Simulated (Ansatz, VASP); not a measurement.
# Cross-check of PbSe (Clausthalite) between VASP and Ansatz

Wanted: the spread between two codes on one cell, functional and k mesh.

Calculated with Ansatz 0.2.0; plane waves, with VASP 6.6.1 beside it; relaxation of cell and atoms at revPBE with D3(BJ).

### 1. Set-up

It takes space group Fm-3m (No. 225, cubic). The conventional cell has a = 6.121 Å, b = 6.121 Å, c = 6.121 Å, α = 90.00°, β = 90.00°, γ = 90.00°. Nearest to Pb lie 6 Se at 3.06 Å. Se has 6 Pb at 3.06 Å nearest. Farther neighbours and most contacts between anions are not listed.

### 2. VASP: relaxation of cell and atoms, revPBE with D3(BJ)

The relaxed volume is the usual yardstick between codes: its relative difference is about their pressure difference at one cell divided by the bulk modulus.

Lines of VASP's logs that name or quote its potential files are left out, and so is its time.

File INCAR:

```
SYSTEM = PbSe
PREC = Accurate
ENCUT = 520
EDIFF = 1E-06
NELM = 100
ISMEAR = -1
SIGMA = 0.05
LREAL = .FALSE.
ALGO = Normal
GGA = RE
IVDW = 12
NBANDS = 16
LORBIT = 11
LWAVE = .FALSE.
LCHARG = .FALSE.
KPAR = 2
IBRION = 2
NSW = 60
ISIF = 3
EDIFFG = -0.01
```

File POSCAR:

```
PbSe
1.0
    0.0000000000      3.0606500000      3.0606500000
    3.0606500000      0.0000000000      3.0606500000
    3.0606500000      3.0606500000      0.0000000000
Pb Se
1 1
Direct
    0.0000000000      0.0000000000      0.0000000000
    0.5000000000      0.5000000000      0.5000000000
```

File KPOINTS:

```
Automatic mesh
0
Gamma
6 6 6
0 0 0
```

The projector-augmented-wave data sets are Pb_d and Se (PBE family, release 64).

Started as:

```bash
> mpirun -np 2 vasp_std
```

Numbers of over 12 decimals in the logs are rounded to 6 here.

The program printed:

```text
[banner, memory and clock lines left out]
running    2 mpi-ranks, on    1 nodes
 distrk:  each k-point on    1 cores,    2 groups
 distr:  one band on    1 cores,    1 groups

 POSCAR found type information on POSCAR PbSe
 POSCAR found :  2 types and       2 ions
|                                                                             |
|               ----> ADVICE to this user running VASP <----                  |
|                                                                             |
|     You enforced a specific xc type in the INCAR file but a different       |
|     [... a line on the potential file left out ...]
|     I HOPE YOU KNOW WHAT YOU ARE DOING!                                     |
|                                                                             |

 LDA part: xc-table for (Slater+PW92), standard interpolation
 POSCAR, INCAR and KPOINTS ok, starting setup
 FFT: planning ... GRIDC
 FFT: planning ... GRID_SOFT
 FFT: planning ... GRID
 WAVECAR not read
 entering main loop
       N       E                     dE             d eps       ncg     rms          rms(c)
DAV:   1     0.151279231114E+03    0.15128E+03   -0.97158E+03   512   0.129E+03
DAV:   2     0.280271062546E+01   -0.14848E+03   -0.14428E+03   552   0.329E+02
DAV:   3    -0.760536334214E+01   -0.10408E+02   -0.10371E+02   664   0.867E+01
DAV:   4    -0.783011092993E+01   -0.22475E+00   -0.22469E+00   640   0.154E+01
DAV:   5    -0.783900538187E+01   -0.88945E-02   -0.88943E-02   744   0.275E+00    0.287E+00
DAV:   6    -0.755940313591E+01    0.27960E+00   -0.72186E-01   792   0.589E+00    0.167E+00
DAV:   7    -0.755660042406E+01    0.28027E-02   -0.12791E-01   600   0.182E+00    0.911E-01
DAV:   8    -0.756230931178E+01   -0.57089E-02   -0.16006E-02   624   0.141E+00    0.175E-01
DAV:   9    -0.756193671409E+01    0.37260E-03   -0.29668E-03   816   0.568E-01    0.550E-02
DAV:  10    -0.756206393029E+01   -0.12722E-03   -0.34477E-04   632   0.108E-01    0.196E-02
DAV:  11    -0.756208452539E+01   -0.20595E-04   -0.98715E-05   656   0.990E-02    0.104E-02
DAV:  12    -0.756208470145E+01   -0.17606E-06   -0.51184E-06   648   0.143E-02
   1 F= -.89312279E+01 E0= -.89309890E+01  d E =-.893123E+01
 curvature:   0.00 expect dE= 0.000E+00 dE for cont linesearch  0.000E+00
 trial: gam= 0.00000 g(F)=  0.241E-60 g(S)=  0.883E-03 ort = 0.000E+00 (trialstep = 0.100E+01)
 search vector abs. value=  0.883E-03
 bond charge predicted
       N       E                     dE             d eps       ncg     rms          rms(c)
DAV:   1    -0.756254509216E+01   -0.46057E-03   -0.35277E-01   632   0.973E+00    0.581E-01
DAV:   2    -0.755262665158E+01    0.99184E-02   -0.18830E-02   672   0.237E+00    0.216E-01
DAV:   3    -0.755093248648E+01    0.16942E-02   -0.71959E-03   656   0.134E+00    0.424E-02
DAV:   4    -0.755096404037E+01   -0.31554E-04   -0.17076E-04   568   0.135E-01    0.165E-02
DAV:   5    -0.755097077286E+01   -0.67325E-05   -0.23671E-05   688   0.668E-02    0.594E-03
DAV:   6    -0.755097003965E+01    0.73320E-06   -0.15925E-06   448   0.206E-02
   2 F= -.89315223E+01 E0= -.89312288E+01  d E =-.294409E-03
 trial-energy change:   -0.000294  1 .order   -0.000306   -0.000883    0.000271
 step:   0.7539(harm=  0.7651)  dis= 0.00000  next Energy=    -8.931556 (dE=-0.328E-03)
 bond charge predicted
       N       E                     dE             d eps       ncg     rms          rms(c)
DAV:   1    -0.755452879324E+01   -0.35580E-02   -0.21632E-02   632   0.244E+00    0.143E-01
DAV:   2    -0.755393267265E+01    0.59612E-03   -0.11440E-03   680   0.581E-01    0.533E-02
DAV:   3    -0.755382727183E+01    0.10540E-03   -0.44103E-04   680   0.332E-01    0.104E-02
DAV:   4    -0.755382591122E+01    0.13606E-05   -0.10675E-05   560   0.341E-02    0.396E-03
DAV:   5    -0.755382492090E+01    0.99032E-06   -0.15547E-06   408   0.182E-02
   3 F= -.89315582E+01 E0= -.89312790E+01  d E =-.330226E-03
 curvature:  -0.38 expect dE=-0.664E-08 dE for cont linesearch -0.664E-08
 trial: gam= 0.00000 g(F)=  0.701E-60 g(S)=  0.174E-07 ort =-0.392E-05 (trialstep = 0.951E+00)
 search vector abs. value=  0.175E-07
 reached required accuracy - stopping structural energy minimisation
```

Parts of OUTCAR (step 2):

```text
ion  position               nearest neighbor table
   1  0.000  0.000  0.000-   2 3.06   2 3.06   2 3.06   2 3.06   2 3.06   2 3.06
   2  0.500  0.500  0.500-   1 3.06   1 3.06   1 3.06   1 3.06   1 3.06   1 3.06

  LATTYP: Found a face centered cubic cell.
 ALAT       =     6.1213000000

 Subroutine GETGRP returns: Found 48 space group operations
 (whereof 48 operations were pure point group operations)

The static configuration has the point symmetry O_h .

 Found     16 irreducible k-points:

   k-points           NKPTS =     16   k-points in BZ     NKDIM =     16   number of bands    NBANDS=     16

   dimension x,y,z NGX =    32 NGY =   32 NGZ =   32
   dimension x,y,z NGXF=    64 NGYF=   64 NGZF=   64

   ENCUT  =  520.0 eV  38.22 Ry    6.18 a.u.   8.05  8.05  8.05*2*pi/ulx,y,z

   NELECT =      20.0000    total number of electrons

 k-points in reciprocal lattice and weights: Automatic mesh
   0.00000000  0.00000000  0.00000000       0.005
   0.16666667  0.00000000  0.00000000       0.037
   0.33333333  0.00000000  0.00000000       0.037
   0.50000000  0.00000000  0.00000000       0.019
   0.16666667  0.16666667  0.00000000       0.028
   0.33333333  0.16666667  0.00000000       0.111
   0.50000000  0.16666667  0.00000000       0.111
  -0.33333333  0.16666667  0.00000000       0.111
  -0.16666667  0.16666667  0.00000000       0.056
[...]
-0.33333333  0.33333333  0.16666667       0.111
  -0.33333333  0.50000000  0.16666667       0.056

 Edisp (eV)   -1.38055

 average (electrostatic) potential at core
       1 -92.2545       2 -52.8319

 E-fermi :   5.4056

 k-point     1 :       0.0000    0.0000    0.0000
  band No.  band energies     occupation
    ...
      6      -8.3982      2.00000
      7      -1.0285      2.00000
      8       3.3169      2.00000
      9       3.3169      2.00000
     10       3.3169      2.00000
     11       9.9942      0.00000
     12       9.9942      0.00000
     13       9.9942      0.00000
     14      11.7599      0.00000
     15      11.7599      0.00000
    ...

 k-point     2 :       0.1667    0.0000    0.0000
  band No.  band energies     occupation
    ...
      6      -8.1890      2.00000
      7      -1.7064      2.00000
      8       3.3903      2.00000
      9       3.3903      2.00000
     10       3.7879      2.00000
     11       8.4103      0.00000
     12       8.9256      0.00000
     13       8.9256      0.00000
     14      11.5999      0.00000
     15      12.3398      0.00000
    ...

 k-point     3 :       0.3333    0.0000    0.0000
  band No.  band energies     occupation
    ...
      6      -7.6691      2.00000
      7      -2.9407      2.00000
      8       3.5878      2.00000
      9       3.5878      2.00000
     10       4.5676      2.00000
     11       6.6164      0.00000
     12       7.5340      0.00000
     13       7.5340      0.00000
     14      12.3867      0.00000
     15      13.7921      0.00000
    ...

 Edisp (eV)   -1.37773

  Total       0.00049     0.00049     0.00049     0.00000     0.00000    -0.00000
  in kB       0.01378     0.01378     0.01378     0.00000     0.00000    -0.00000
  external pressure =        0.01 kB  Pullay stress =        0.00 kB

  energy-cutoff  :      520.00
  volume of cell :       57.00
      direct lattice vectors                 reciprocal lattice vectors
     0.000000000  3.054501056  3.054501056    -0.163692856  0.163692856  0.163692856
     3.054501056 -0.000000000  3.054501056     0.163692856 -0.163692856  0.163692856
     3.054501056  3.054501056 -0.000000000     0.163692856  0.163692856 -0.163692856

 POSITION                                       TOTAL-FORCE (eV/Angst)
 -----------------------------------------------------------------------------------
      0.00000      0.00000      0.00000        -0.000000     -0.000000      0.000000
      3.05450      3.05450      3.05450         0.000000      0.000000     -0.000000
 -----------------------------------------------------------------------------------
    total drift:                                0.000000     -0.000000     -0.000000

  FREE ENERGIE OF THE ION-ELECTRON SYSTEM (eV)
  ---------------------------------------------------
  free  energy   TOTEN  =        -8.9315581607 eV

  energy  without entropy=       -8.9309998562  energy(sigma->0) =       -8.93127901

 reached required accuracy - stopping structural energy minimisation

 total charge
# of ion       s       p       d       tot
------------------------------------------
    1        1.483   0.536   9.844  11.862
    2        1.465   2.347   0.018   3.830
--------------------------------------------------
tot          2.948   2.882   9.862  15.692

[... 3 further parts left out ...]
```

CONTCAR:

```
PbSe
   1.00000000000000
     0.0000000000000000    3.0545010560090251    3.0545010560090251
     3.0545010560090251   -0.0000000000000000    3.0545010560090251
     3.0545010560090251    3.0545010560090251   -0.0000000000000000
  Pb              Se
     1     1
Direct
     0.0000000000000000    0.0000000000000000    0.0000000000000000
     0.5000000000000000    0.5000000000000000    0.5000000000000000
```

### 3. Ansatz: relaxation of cell and atoms, revPBE with D3(BJ)

Ansatz runs on its default PAW (the set named soft_2) files.

The same cell, functional, mesh and smearing now go to Ansatz, which takes its cutoff from its data sets.

File input.yaml:

```yaml
crystal:
  lattice:
    - [0.0, 3.06065, 3.06065]
    - [3.06065, 0.0, 3.06065]
    - [3.06065, 3.06065, 0.0]
  atoms:
    - { symbol: Pb, position: [0.0, 0.0, 0.0] }
    - { symbol: Se, position: [0.5, 0.5, 0.5] }
hamiltonian:
  xc: revpbe
  pseudopotentials: { kind: paw }
  dispersion: d3bj
kpoints:
  mp_grid: { grid: [6, 6, 6] }
scf:
  occupations: { method: fermi_dirac, width: 0.05 }
relax:
  f_tol: 0.01
  max_steps: 60
  cell: { stress_tol: 0.05 }
output:
  forces: true
  stress: true
```

Started as:

```bash
> ansatz run input.yaml --threads 4 --pin off --max-ram 9216MiB --backend cpu --events-out ev --progress --plain --runs-dir out
```

The program printed:

```text
Engine: ansatz 0.2.0, aarch64-unknown-linux-gnu
Pseudopotentials: kind: paw
Pseudopotential: Pb, paw, valence charge 14, recommended cutoff 420 eV (normal), Pb.paw.azcp
Pseudopotential: Se, paw, valence charge 16, recommended cutoff 420 eV (normal), Se.paw.azcp
Functional definition: revPBE
  parameter kappa = 1.245
  parameter beta = 0.066725
  exchange = pbe_x(kappa = kappa, mu = beta*pi^2/3)
  correlation = pbe_c(beta = beta)
Crystal: 2 atoms, lattice volume = 57.342 Å³
Basis set: ecut = 420 eV, 1139 PW (Γ), exchange–correlation on 60×60×60 points (8 copies of the dense FFT grid, shifted against one another)
Bands: 19, of which v1, the nominal top of the filled ones, is band 15 counted from 1 (14 counted from 0)
Symmetry: 48 space group operations
Space group: Fm-3m (ITA 225), of the structure as read, at distance tolerance 3.9e-5 Å
k-points: 16 of 216
Non-local potential: Pb, projectors of the file, l = 0: 2, l = 1: 2, l = 2: 2, l = 3: 2
Non-local potential: Se, projectors of the file, l = 0: 2, l = 1: 2, l = 2: 3, l = 3: 1
PAW form: soft (Blöchl's): semilocal exchange-correlation on the pseudo side does not see the compensation charge
PAW frozen core: Pb, regenerated for the run's functional, and the local potential with it (the file was generated under x = pbe(κ = 0.804, μ = 0.219515), c = pbe(β = 0.066725))
PAW frozen core: Se, regenerated for the run's functional, and the local potential with it (the file was generated under x = pbe(κ = 0.804, μ = 0.219515), c = pbe(β = 0.066725))
PAW one-centre angular grid: Pb, 590 points (default); XC on 64 Gauss nodes
PAW one-centre angular grid: Se, 590 points (default); XC on 64 Gauss nodes
Initial density: superposition of atomic densities (neutral atoms: chi_scale 0, normalization atom), corrected by the library's trained network
Initial wavefunctions: pseudopotential atomic-orbital guess
Functional: x = revpbe(κ = 1.245, μ = 0.219515), c = pbe(β = 0.066725)
SCF iter   1: F=—  HF=-17393.132680 eV  |F-HF|=—  |Δ(HF+E_count)|=         —  Δρ=1.85e-3  dr2=2.08e-3  ethr=1.77e-3  ⟨swp⟩=6.1  Hψ=1479  notcnv=0
preconditioner: auto → none  [insulator: Δε(μ)=0.354 eV  Ē_g=15.396 eV  σ=0.050 eV  W_gap=0.94  n_scr=14 (ndim 8)  ℏωp=21.9 eV  f_vac=0.019  D(μ)=0.04/eV (n_scr^D=0)  ε∞_Penn≈3.0]
SCF iter   2: F=—  HF=-17393.131357 eV  |F-HF|=—  |Δ(HF+E_count)|=   1.32e-3  Δρ=7.42e-4  dr2=1.74e-4  ethr=6.92e-6  ⟨swp⟩=2.0  Hψ=683  notcnv=0
SCF iter   3: F=—  HF=-17393.131414 eV  |F-HF|=—  |Δ(HF+E_count)|=   5.71e-5  Δρ=3.47e-4  dr2=4.98e-5  ethr=5.78e-7  ⟨swp⟩=2.1  Hψ=535  notcnv=0
SCF iter   4: F=—  HF=-17393.131451 eV  |F-HF|=—  |Δ(HF+E_count)|=   3.72e-5  Δρ=1.13e-4  dr2=1.22e-5  ethr=1.66e-7  ⟨swp⟩=2.0  Hψ=385  notcnv=0
SCF iter   5: F=—  HF=-17393.131447 eV  |F-HF|=—  |Δ(HF+E_count)|=   3.80e-6  Δρ=1.48e-5  dr2=1.64e-7  ethr=4.06e-8  ⟨swp⟩=2.1  Hψ=448  notcnv=0
SCF iter   6: F=-17393.131447 eV  HF=-17393.131447 eV  |F-HF|=5.55e-9  |Δ(HF+E_count)|=   8.91e-8  Δρ=4.80e-6  dr2=9.20e-9  ethr=3.33e-10  ⟨swp⟩=4.5  Hψ=1083  notcnv=0
SCF 1 converged in 6 iterations: F = -17393.131447 eV  dr2 = 9.20e-9
  greatest PAW one-centre occupation: 1.000 electrons in one spin orbital (limit 2), on the Se atom at site 1 (counted from 0), in its partial waves of l = 2
relax step   1: F+E_penalty+E_count = -17393.13144740 eV  Δ(F+E_penalty+E_count) = +0.000e0 eV  max|allowed force component| = 8.415e-30 eV/Å  Δτ_max = 0.0000 Å  P = -0.286 GPa  Ω = 57.342 Å³  (6 SCF iters, dr2 threshold 1.00e-7 eV, accepted)
[...]
relax step   2: F+E_penalty+E_count = -17393.13172637 eV  Δ(F+E_penalty+E_count) = -2.790e-4 eV  max|allowed force component| = 3.155e-30 eV/Å  Δτ_max = 0.0000 Å  P = +0.126 GPa  Ω = 56.878 Å³  energy of the carried Pulay correction = +4.269e-5 eV  (4 SCF iters, dr2 threshold 2.00e-7 eV, accepted)
[...]
relax step   3: F+E_penalty+E_count = -17393.13176797 eV  Δ(F+E_penalty+E_count) = -4.159e-5 eV  max|allowed force component| = 4.437e-30 eV/Å  Δτ_max = 0.0000 Å  P = -0.001 GPa  Ω = 57.019 Å³  energy of the carried Pulay correction = +2.965e-5 eV  (4 SCF iters, dr2 threshold 3.97e-8 eV, accepted)
[...]
relax step   4: F+E_penalty+E_count = -17393.13173569 eV  Δ(F+E_penalty+E_count) = +3.227e-5 eV  max|allowed force component| = 5.325e-30 eV/Å  Δτ_max = 0.0000 Å  P = -0.001 GPa  Ω = 57.019 Å³  stress off target by 1.35e-3 GPa  SCF on the basis re-selected at this cell (its energy is not comparable with the rows above)  (4 SCF iters)
basis re-selected at this cell: Δ(F+E_penalty+E_count) = +3.227e-5 eV, ΔP = -0.000 GPa vs the last step (what re-selecting the basis moved, of the pressure what is left beyond the Pulay correction that the steps carried, after the strain that the cell walked since its last selection, with what the two solves' SCF thresholds leave and, on support functions, any second-order correction that the steps lacked; it is no m [...]
SCF converged after 4 iterations
Free energy (F): -17393.131736 eV
Harris-Foulkes:  -17393.131736 eV  (|F-HF|=7.28e-12)
Internal energy: -17393.131161 eV  (E = F + TS)
E sigma→0 (E₀):  -17393.131448 eV
Entropy (-TS):   -0.000575 eV (-0.288 meV/atom)
Fermi energy:    9.385819 eV
--- Per-component energies (eV) ---
  E_band       = -420.385886
  E_kinetic    = 406.354058
  E_local      = -3517.597274  (includes V_loc(G=0)·N_el)
  E_nonlocal   = -247.300091
  E_hartree    = 1639.945199
  E_xc         = -326.339688
  E_vxc        = -231.438521  (∫ρ·V_xc dr)
  E_paw        = -12329.297972  (= ΣΔE_a)
  E_vpaw       = -110.293831  (= ΣTr[D̂ρ^β])
  E_aug_tail   = -0.000506  (compensation charges beyond the density's cutoff)
  E_ewald      = -3017.375410
  E_disp       = -1.377384  (pairwise vdW)
  E_core_change = -0.142092  (= ΣΔE_core)
  E_smearing   = -0.000575  (= −TS)
  E_closure    = -0.000000  (closes the sum)
  Σ components = -17393.131736   (vs F -17393.131736, Δ=0.00e0)
--- Forces (eV/Å), atoms counted from 1 ---
  atom   1  Pb    -0.00000000     0.00000000     0.00000000
  atom   2  Se     0.00000000    -0.00000000    -0.00000000
  max |Σ_I F_I| component: 8.28e-30 eV/Å
--- Stress (GPa, compression-positive) ---
       -0.001353      -0.000000      -0.000000
       -0.000000      -0.001353      -0.000000
       -0.000000      -0.000000      -0.001353
  P = ⅓ Tr σ = -0.0014 GPa (-0.014 kbar)
--- Relaxed structure (3 steps of the walk, 3 accepted, 1 SCFs on fresh bases) ---
  F+E_penalty+E_count = -17393.13173569 eV   max|allowed force component| = 5.325e-30 eV/Å   (the final SCF, on the basis selected at the relaxed cell)
  cell:  # Å, volume = 57.0192 Å³
    - [0, 3.054901, 3.054901]
    - [3.054901, 0, 3.054901]
    - [3.054901, 3.054901, 0]
  atoms:
    - { symbol: Pb, position: [0, 0, 0] }
    - { symbol: Se, position: [0.5, 0.5, 0.5] }
```

It took 3.5 s on 4 threads of Arm Neoverse V1, shared host; peak memory 0.3 GiB.

### 4. Differences

Known differences besides the potentials themselves: both relaxations stop at a tolerance, which leaves soft axes loose, and VASP keeps its plane-wave basis; the data sets hold 30 valence electrons in Ansatz (default PAW (the set named soft_2) files) and 20 in VASP; the cutoff is 420 eV in Ansatz and 520 eV in VASP; Ansatz makes its cores anew for this functional, VASP keeps those of its PBE data sets; VASP leaves aspherical gradient terms in its spheres out (LASPH is not set), Ansatz keeps them; Ansatz adds a Pulay correction to the stress that steers its cell, VASP none. Total energies have different zeros and are not compared.

Compared:

```csv
quantity,Ansatz,VASP,difference
volume (Å³),57.02,57.00,+0.04 %
"edge a after relaxation, in the typed setting (Å)",4.320,4.320,+0.01 %
```

The walks stopped with 0.00 GPa left in Ansatz and 0.00 GPa in VASP; each walk ends within a tolerance, so the volume difference is uncertain by about these residues over the bulk modulus, most in soft cells.

### 5. Results

```json
{
  "difference in volume (relaxation of cell and atoms, revPBE with D3(BJ))": "0.039 %"
}
```

In words: The difference in volume is 0.039 % (relaxation of cell and atoms, revPBE with D3(BJ)), within the 1.2 % picked in this series as the mark of a large difference, as far as the stopping tolerances let one tell. Such differences can come from data sets, numerical settings and the points named under the comparisons, not from the functional's error against experiment.

[Lines on the potential files, build, host, timing and source positions are cut from VASP's logs without a mark.]

[Logs are printed without paths, hosts, clocks, repeated set-up lines and the standing remarks that a program may print on its own settings, such as how far it seeks lower states.]

[Hosts, paths, dates, database ids (printed as entryN), source tags and the programs' standing remarks are cut or masked in the printed files.]
